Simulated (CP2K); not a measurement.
# Ir (Fm-3m) in CP2K: further runs

The runs below take Ir through single point, equation of state, with LDA.

Program: CP2K 2026.2. These are calculated values, not measurements. Logs are shortened: lines on timing, memory, paths and dates and some standing lists are left out, and cuts for length are marked.

### Step 1. The crystal as given

The structure is cubic, space group Fm-3m (No. 225). The conventional cell has a = 3.831 Å, b = 3.831 Å, c = 3.831 Å, α = 90.00°, β = 90.00°, γ = 90.00°. Around Ir (site symmetry m-3m) lie 12 Ir at 2.71 Å.

### Step 2. Single point, LDA, 14.06 Å³/atom

The input, ir_eos.inp:

```
&GLOBAL
  PROJECT ir_eos
  RUN_TYPE ENERGY_FORCE
  PRINT_LEVEL LOW
&END GLOBAL
&FORCE_EVAL
  METHOD QS
  STRESS_TENSOR ANALYTICAL
  &DFT
    BASIS_SET_FILE_NAME BASIS_MOLOPT_UZH
    POTENTIAL_FILE_NAME GTH_POTENTIALS
    &MGRID
      CUTOFF 450
      REL_CUTOFF 60
      NGRIDS 4
    &END MGRID
    &QS
      METHOD GPW
      EPS_DEFAULT 1.0E-9
    &END QS
    &KPOINTS
      SCHEME MONKHORST-PACK 12 12 12
      GAMMA_CENTERED T
      SYMMETRY T
      SYMMETRY_BACKEND SPGLIB
    &END KPOINTS
    &SCF
      SCF_GUESS ATOMIC
      EPS_SCF 1.0E-6
      MAX_SCF 100
      ADDED_MOS 11
      CHOLESKY OFF
      EPS_EIGVAL 1.0E-7
      &DIAGONALIZATION ON
        ALGORITHM STANDARD
      &END DIAGONALIZATION
      &MIXING ON
        METHOD BROYDEN_MIXING
        ALPHA 0.4
        BETA 1.5
        NBUFFER 8
      &END MIXING
      &SMEAR ON
        METHOD FERMI_DIRAC
        ELECTRONIC_TEMPERATURE [K] 1160.452
      &END SMEAR
    &END SCF
    &XC
      &XC_FUNCTIONAL
        &LDA_X
        &END LDA_X
        &LDA_C_PW
        &END LDA_C_PW
      &END XC_FUNCTIONAL
    &END XC
    &PRINT
      &KPOINTS ON
      &END KPOINTS
      &MULLIKEN ON
      &END MULLIKEN
      &MO ON
        ENERGIES T
        OCCUPATION_NUMBERS T
        &EACH
          QS_SCF 0
        &END EACH
        ADD_LAST NUMERIC
      &END MO
    &END PRINT
  &END DFT
  &SUBSYS
    &CELL
      ABC 2.7090675001 2.7090675000 2.7090675000
      ALPHA_BETA_GAMMA 60.0000000004 60.0000000005 60.0000000004
      PERIODIC XYZ
    &END CELL
    &COORD
      Ir  0.0000000000 0.0000000000 0.0000000000
    &END COORD
    &KIND Ir
      BASIS_SET TZVP-MOLOPT-PBE-GTH-q17
      POTENTIAL GTH-PADE-q17
    &END KIND
    &PRINT
      &ATOMIC_COORDINATES ON
      &END ATOMIC_COORDINATES
      &CELL ON
      &END CELL
    &END PRINT
  &END SUBSYS
  &PRINT
    &FORCES ON
    &END FORCES
    &STRESS_TENSOR ON
    &END STRESS_TENSOR
  &END PRINT
&END FORCE_EVAL
```

Potentials or basis: GTH_POTENTIALS Ir GTH-PADE-q17; TZVP-MOLOPT-PBE-GTH basis.

Launch:

```
> OMP_NUM_THREADS=1 cp2k.psmp -i ir_eos.inp -o ir_eos.out
```

ir_eos.out:

```text

 CP2K| version string:                                       CP2K version 2026.2
 CP2K| Input file name                                                ir_eos.inp

 GLOBAL| Force Environment number                                              1
 GLOBAL| Basis set file name                                    BASIS_MOLOPT_UZH
 GLOBAL| Potential file name                                      GTH_POTENTIALS
 GLOBAL| MM Potential file name                                     MM_POTENTIAL
 GLOBAL| Coordinate file name                                      __STD_INPUT__
 GLOBAL| Method name                                                        CP2K
 GLOBAL| Project name                                                     ir_eos
 GLOBAL| Run type                                                   ENERGY_FORCE
 GLOBAL| FFT library                                                       FFTW3
[... 6 lines left out ...]
 GLOBAL| Total number of message passing processes                             1
 GLOBAL| Number of threads for this process                                    1
 GLOBAL| CPU model name                          AMD EPYC 9R45 96-Core Processor

 CELL| Volume [angstrom^3]:                                            14.058678
 CELL| Vector a [angstrom]:       2.709     0.000     0.000   |a| =     2.709068
 CELL| Vector b [angstrom]:       1.355     2.346     0.000   |b| =     2.709068
 CELL| Vector c [angstrom]:       1.355     0.782     2.212   |c| =     2.709068
 CELL| Angle (b,c), alpha [degree]:                                    60.000000
 CELL| Angle (a,c), beta  [degree]:                                    60.000000
 CELL| Angle (a,b), gamma [degree]:                                    60.000000
 CELL| Numerically orthorhombic:                                              NO
 CELL| Periodicity                                                           XYZ

 CELL_REF| Volume [angstrom^3]:                                        14.058678
 CELL_REF| Vector a [angstrom     2.709     0.000     0.000   |a| =     2.709068
 CELL_REF| Vector b [angstrom     1.355     2.346     0.000   |b| =     2.709068
 CELL_REF| Vector c [angstrom     1.355     0.782     2.212   |c| =     2.709068
 CELL_REF| Angle (b,c), alpha [degree]:                                60.000000
 CELL_REF| Angle (a,c), beta  [degree]:                                60.000000
[... 12 lines left out ...]
 TOTAL NUMBERS AND MAXIMUM NUMBERS

  Total number of            - Atomic kinds:                                   1
                             - Atoms:                                          1
                             - Shell sets:                                     1
                             - Shells:                                        11
                             - Primitive Cartesian functions:                  7
                             - Cartesian basis functions:                     41
                             - Spherical basis functions:                     35

  Maximum angular momentum of- Orbital basis functions:                        3
                             - Local part of the GTH pseudopotential:          2
                             - Non-local part of the GTH pseudopotential:      4

 MODULE QUICKSTEP: ATOMIC COORDINATES IN ANGSTROM

   Atom Kind Element         X             Y             Z       Z(eff)     Mass
      1    1 Ir   77      0.000000      0.000000      0.000000  17.0000 192.2170

 SCF PARAMETERS         Density guess:                                    ATOMIC
                        --------------------------------------------------------
                        max_scf:                                             100
[... 7 lines left out ...]
                        --------------------------------------------------------
                        level_shift [a.u.]:                             0.000000
                        added MOs                                        11    0
                        --------------------------------------------------------
                        Mixing method:                            BROYDEN_MIXING
                                                charge density mixing in g-space
                        --------------------------------------------------------
                        Smear method:                                FERMI_DIRAC
                        Electronic temperature [K]:                       1160.5
                        Electronic temperature [a.u.]:                  3.67E-03
                        Accuracy threshold:                             1.00E-10
                        --------------------------------------------------------
                        No outer SCF

 *******************************************************************************
                                    Kpoints
[... 52 lines left out ...]
  Total charge density on r-space grids:       -0.0000000083
  Total charge density g-space grids:          -0.0000000083

  Overlap energy of the core charge distribution:               0.00000000042885
  Self energy of the core charge distribution:               -159.85371533853095
  Core Hamiltonian energy:                                     36.29106994499706
  Hartree energy:                                              28.53457399807643
  Exchange-correlation energy:                                -10.53451353605226
  Electronic entropic energy:                                  -0.00068168990740
  Fermi energy:                                                 0.67970259621116

  Total energy:                                              -105.56326662099119
  Total energy (extrapolated to T->0):                       -105.56292577603749

 MO| EIGENVALUES AND OCCUPATION NUMBERS FOR K POINT 1
 MO|
 MO|  Index      Eigenvalue [a.u.]        Eigenvalue [eV]             Occupation
 MO|      1              -2.779657             -75.638309               2.000000
 MO|      2              -1.166631             -31.745647               2.000000
 MO|      3              -1.140244             -31.027621               2.000000
 MO|      4              -1.140243             -31.027592               2.000000
 MO|      5               0.359954               9.794849               2.000000
 MO|      6               0.528412              14.378830               2.000000
[... 12 lines left out ...]
 MO|     19               2.104709              57.272055               0.000000
 MO|     20               2.219459              60.394537               0.000000
 MO| Sum:                                                              16.005825
 MO| E(Fermi):            0.679703 a.u.         18.495648 eV

 MO| EIGENVALUES AND OCCUPATION NUMBERS FOR K POINT 2
 MO|
 MO|  Index      Eigenvalue [a.u.]        Eigenvalue [eV]             Occupation
 MO|      1              -2.779553             -75.635496               2.000000
 MO|      2              -1.164964             -31.700296               2.000000
 MO|      3              -1.141429             -31.059849               2.000000
 MO|      4              -1.141037             -31.049184               2.000000
 MO|      5               0.368747              10.034120               2.000000
 MO|      6               0.521154              14.181312               2.000000
[... 12 lines left out ...]
 MO|     19               2.204006              59.974059               0.000000
 MO|     20               2.254688              61.353177               0.000000
 MO| Sum:                                                              16.002573
 MO| E(Fermi):            0.679703 a.u.         18.495648 eV
[... 282 lines left out ...]
 MO|     19               2.158621              58.739068               0.000000
 MO|     20               2.297185              62.509573               0.000000
 MO| Sum:                                                              17.975198
 MO| E(Fermi):            0.679703 a.u.         18.495648 eV

 MO| EIGENVALUES AND OCCUPATION NUMBERS FOR K POINT 14
 MO|
 MO|  Index      Eigenvalue [a.u.]        Eigenvalue [eV]             Occupation
 MO|      1              -2.779522             -75.634631               2.000000
 MO|      2              -1.161053             -31.593869               2.000000
 MO|      3              -1.144332             -31.138855               2.000000
 MO|      4              -1.140617             -31.037779               2.000000
 MO|      5               0.381379              10.377845               2.000000
 MO|      6               0.499031              13.579312               2.000000
[... 12 lines left out ...]
 MO|     19               2.193669              59.692762               0.000000
 MO|     20               2.251895              61.277169               0.000000
 MO| Sum:                                                              17.997830
 MO| E(Fermi):            0.679703 a.u.         18.495648 eV

 [... the levels of further k-points ...]

 !-----------------------------------------------------------------------------!
                     Mulliken Population Analysis

 #  Atom  Element  Kind  Atomic population                           Net charge
       1     Ir       1         17.000000                             -0.000000
 # Total charge                             17.000000                 -0.000000

 !-----------------------------------------------------------------------------!

 ENERGY| Total FORCE_EVAL ( QS ) energy [hartree]           -105.563266627653377

 FORCES| Atomic forces [hartree/bohr]
 FORCES|   Atom     x               y               z               |f|
 FORCES|      1  4.85798714E-15 -1.26937233E-14  1.22590876E-14   1.83034390E-14
 FORCES| Sum     4.85798714E-15 -1.26937233E-14  1.22590876E-14
 FORCES| Total atomic force                                       1.83034390E-14

 STRESS| Analytical stress tensor [bar]
 STRESS|                        x                   y                   z
 STRESS|      x       -1.86060790915E+05   7.63935643582E-02   4.16170396377E-02
 STRESS|      y        7.63935643582E-02  -1.86072926619E+05   1.27275598750E+00
 STRESS|      z        4.16170396377E-02   1.27275598750E+00  -1.86065407281E+05
 STRESS| 1/3 Trace                                            -1.86066374938E+05
 STRESS| Determinant                                          -6.44174737345E+15

 STRESS| Eigenvectors and eigenvalues of the analytical stress tensor [bar]
 STRESS|                        1                   2                   3
 STRESS| Eigenvalues  -1.86073136590E+05  -1.86065198340E+05  -1.86060789885E+05
 STRESS|      x          -0.005557988355     -0.012130833529      0.999910971859
 STRESS|      y           0.986701699147      0.162370528033      0.007454430053
 STRESS|      z          -0.162446500936      0.986655286564      0.011067060551
```

Wall time 72 s (1 thread of AMD EPYC 9R45 (Zen 5), shared host); peak memory 0.33 GiB.

Results:

* Free energy: -2872.5226 eV
* Pressure: -18.6 GPa
* Band gap on the k mesh: none (metal or under the smearing width)

Caveat: the basis of atomic orbitals isn't converged, which shifts pressures, moduli and gaps.

### Step 3. Single point, LDA, 13.78 Å³/atom (volume scaled by 0.98)

Edit ir_eos.inp of step 2 so:

```diff
@@ -11,2 +11,3 @@
     POTENTIAL_FILE_NAME GTH_POTENTIALS
+    WFN_RESTART_FILE_NAME previous-RESTART.kp
     &MGRID
@@ -27,3 +28,3 @@
     &SCF
-      SCF_GUESS ATOMIC
+      SCF_GUESS RESTART
       EPS_SCF 1.0E-6
@@ -72,4 +73,4 @@
     &CELL
-      ABC 2.7090675001 2.7090675000 2.7090675000
-      ALPHA_BETA_GAMMA 60.0000000004 60.0000000005 60.0000000004
+      ABC 2.6908852912 2.6908852911 2.6908852911
+      ALPHA_BETA_GAMMA 60.0000000010 60.0000000014 60.0000000013
       PERIODIC XYZ
```

Potentials or basis: GTH_POTENTIALS Ir GTH-PADE-q17; TZVP-MOLOPT-PBE-GTH basis.

Launch:

```
> OMP_NUM_THREADS=1 cp2k.psmp -i ir_eos.inp -o ir_eos.out
```

Wall time 68 s (1 thread of AMD EPYC 9R45 (Zen 5), shared host); peak memory 0.33 GiB.

The run converged. Its results:

| Item | Value |
| --- | --- |
| Free energy | -2872.5497 eV |
| Pressure | -12.2 GPa |
| Band gap on the k mesh | none (metal or under the smearing width) |

Caveat: the basis of atomic orbitals isn't converged, which shifts pressures, moduli and gaps.

### Step 4. Single point, LDA, 14.34 Å³/atom (volume scaled by 1.02)

Edit ir_eos.inp of step 3 so:

```diff
@@ -73,4 +73,4 @@
     &CELL
-      ABC 2.6908852912 2.6908852911 2.6908852911
-      ALPHA_BETA_GAMMA 60.0000000010 60.0000000014 60.0000000013
+      ABC 2.7270088673 2.7270088673 2.7270088673
+      ALPHA_BETA_GAMMA 60.0000000006 60.0000000008 60.0000000006
       PERIODIC XYZ
```

Launch:

```
> OMP_NUM_THREADS=1 cp2k.psmp -i ir_eos.inp -o ir_eos.out
```

It took 74 s on 1 thread of AMD EPYC 9R45 (Zen 5), shared host; peak memory 0.32 GiB.

The run converged. Its results:

```yaml
Free_energy: -2872.4846 eV
Pressure: -24.5 GPa
Band_gap_on_the_k_mesh: none (metal or under the smearing width)
```

Caveat: the basis of atomic orbitals isn't converged, which shifts pressures, moduli and gaps.

### Step 5. Single point, LDA, 13.50 Å³/atom (volume scaled by 0.96)

Edit ir_eos.inp of step 4 so:

```diff
@@ -73,4 +73,4 @@
     &CELL
-      ABC 2.7270088673 2.7270088673 2.7270088673
-      ALPHA_BETA_GAMMA 60.0000000006 60.0000000008 60.0000000006
+      ABC 2.6724539916 2.6724539915 2.6724539915
+      ALPHA_BETA_GAMMA 60.0000000011 60.0000000015 60.0000000011
       PERIODIC XYZ
```

Launch:

```
> OMP_NUM_THREADS=1 cp2k.psmp -i ir_eos.inp -o ir_eos.out
```

Wall time 85 s (1 thread of AMD EPYC 9R45 (Zen 5), shared host); peak memory 0.33 GiB.

The run converged. Its results:

* Free energy: -2872.5650 eV
* Pressure: -5.2 GPa
* Band gap on the k mesh: none (metal or under the smearing width)

Caveat: the basis of atomic orbitals isn't converged, which shifts pressures, moduli and gaps.

### Step 6. Single point, LDA, 14.62 Å³/atom (volume scaled by 1.04)

Edit ir_eos.inp of step 5 so:

```diff
@@ -73,4 +73,4 @@
     &CELL
-      ABC 2.6724539916 2.6724539915 2.6724539915
-      ALPHA_BETA_GAMMA 60.0000000011 60.0000000015 60.0000000011
+      ABC 2.7447172133 2.7447172133 2.7447172132
+      ALPHA_BETA_GAMMA 59.9999999994 60.0000000003 60.0000000007
       PERIODIC XYZ
```

Potentials or basis: GTH_POTENTIALS Ir GTH-PADE-q17; TZVP-MOLOPT-PBE-GTH basis.

Launch:

```
> OMP_NUM_THREADS=1 cp2k.psmp -i ir_eos.inp -o ir_eos.out
```

Run time: 77 s. Hardware: 1 thread of AMD EPYC 9R45 (Zen 5), shared host; peak memory 0.32 GiB.

The run converged. Its results:

| Item | Value |
| --- | --- |
| Free energy | -2872.4368 eV |
| Pressure | -30.0 GPa |
| Band gap on the k mesh | none (metal or under the smearing width) |

Caveat: the basis of atomic orbitals isn't converged, which shifts pressures, moduli and gaps.

### Step 7. Single point, LDA, 13.22 Å³/atom (volume scaled by 0.94)

Edit ir_eos.inp of step 6 so:

```diff
@@ -73,4 +73,4 @@
     &CELL
-      ABC 2.7447172133 2.7447172133 2.7447172132
-      ALPHA_BETA_GAMMA 59.9999999994 60.0000000003 60.0000000007
+      ABC 2.6537648907 2.6537648906 2.6537648906
+      ALPHA_BETA_GAMMA 59.9999999999 60.0000000005 59.9999999997
       PERIODIC XYZ
```

Launch:

```
> OMP_NUM_THREADS=1 cp2k.psmp -i ir_eos.inp -o ir_eos.out
```

Wall time 86 s (1 thread of AMD EPYC 9R45 (Zen 5), shared host); peak memory 0.33 GiB.

It converged, with:

```yaml
Free_energy: -2872.5676 eV
Pressure: 2.3 GPa
Band_gap_on_the_k_mesh: none (metal or under the smearing width)
```

Caveat: the basis of atomic orbitals isn't converged, which shifts pressures, moduli and gaps.

### Step 8. Single point, LDA, 14.90 Å³/atom (volume scaled by 1.06)

Edit ir_eos.inp of step 7 so:

```diff
@@ -73,4 +73,4 @@
     &CELL
-      ABC 2.6537648907 2.6537648906 2.6537648906
-      ALPHA_BETA_GAMMA 59.9999999999 60.0000000005 59.9999999997
+      ABC 2.7621999599 2.7621999599 2.7621999599
+      ALPHA_BETA_GAMMA 60.0000000006 60.0000000009 60.0000000008
       PERIODIC XYZ
```

Launch:

```
> OMP_NUM_THREADS=1 cp2k.psmp -i ir_eos.inp -o ir_eos.out
```

Run time: 73 s. Hardware: 1 thread of AMD EPYC 9R45 (Zen 5), shared host; peak memory 0.32 GiB.

Results (log left out):

```yaml
Free_energy: -2872.3797 eV
Pressure: -34.9 GPa
Band_gap_on_the_k_mesh: none (metal or under the smearing width)
```

Caveat: the basis of atomic orbitals isn't converged, which shifts pressures, moduli and gaps.

### Step 9. Equation of state, LDA

Potentials or basis: GTH_POTENTIALS Ir GTH-PADE-q17; TZVP-MOLOPT-PBE-GTH basis.

This step only gathers the single runs of the series.

Results:

```
Equilibrium volume                      : 13.30 Å³/atom
Bulk modulus                            : 364 GPa
Pressure derivative of the bulk modulus : 2.9
```

Energy against volume, from the lowest point:
| volume (Å³/atom) | energy (meV/atom) |
| --- | --- |
| 13.215 | 0.00 |
| 13.496 | 2.65 |
| 13.778 | 17.98 |
| 14.059 | 45.07 |
| 14.340 | 83.00 |
| 14.621 | 130.89 |
| 14.902 | 187.89 |

Caveat: the basis of atomic orbitals isn't converged, which shifts pressures, moduli and gaps.

### Step 10. The reference run

An earlier run on the cell as given: functional PBEsol; potentials or basis POTENTIAL_UZH Ir GTH-PBE-q17; TZVP-MOLOPT-PBE-GTH basis; density cutoff 6123 eV; k mesh 12 × 12 × 12; occupations fermi-dirac, width 0.05 eV; no spin polarisation.

* Pressure: -1.7 GPa
* Band gap on the k mesh: none (metal or under the smearing width)
